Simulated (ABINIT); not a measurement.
Runs of ABINIT 10.8.3 (patched build) on CsPbBr3. Symmetry: Pm-3m, No. 221, cubic system. Conventional cell: a = 5.870 Å, b = 5.870 Å, c = 5.870 Å, α = 90.00°, β = 90.00°, γ = 90.00°. Pb (site symmetry m-3m) is surrounded by 6 Br at 2.94 Å. Around Cs (site symmetry m-3m) lie 12 Br at 4.15 Å. Br (site symmetry 4/mmm) is surrounded by 2 Pb at 2.94 Å. Measurements of this composition are mostly on another form, of space group No. 62.

```csv
task,level,potentials or basis,k mesh,cutoff (eV),smearing,bands in the sums,broadening (eV),scissor shift (eV),tensor components,cutoff of the screening (Ha),mesh quality,gap on the mesh (eV),pressure (GPa)
single point,PBEsol,PseudoDojo NC SR PBEsol v0.4.1 standard,4 × 4 × 4,653,fermi-dirac 0.05 eV,-,-,-,-,-,not flagged,1.43,(b)
optical spectrum,PBE,PseudoDojo NC SR PBE v0.4.1 standard,"6 × 6 × 6, shifted",707,fixed,30,0.05,1,[11],-,not flagged,-,1.4
single point,PBE,PseudoDojo NC SR PBE v0.4.1 standard,4 × 4 × 4,707,fermi-dirac 0.05 eV,-,-,-,-,-,not flagged,1.53,1.6
single point,LDA,PseudoDojo NC SR LDA v0.4.1 standard,4 × 4 × 4,707,fermi-dirac 0.05 eV,-,-,-,-,-,not flagged,1.39,(a)
```

Alike in all rows: no spin polarisation; cell as given.

**Question.** Fill in the values left out.

**Answer.** (a) -1.1; (b) 0.0.

Caveats: spin-orbit coupling is left out, which as a rule narrows the gap of such compounds by several tenths of an eV (some runs); the cutoff is short for stress, so the pressure is rough (some runs); spectra need much finer meshes, so this one isn't converged (some runs); the scissor shift was typed, not computed (some runs); independent-particle spectra lack excitons (some runs).

A k mesh can miss the band edges, and the runs leave out spin-orbit coupling on Br, Cs, Pb.
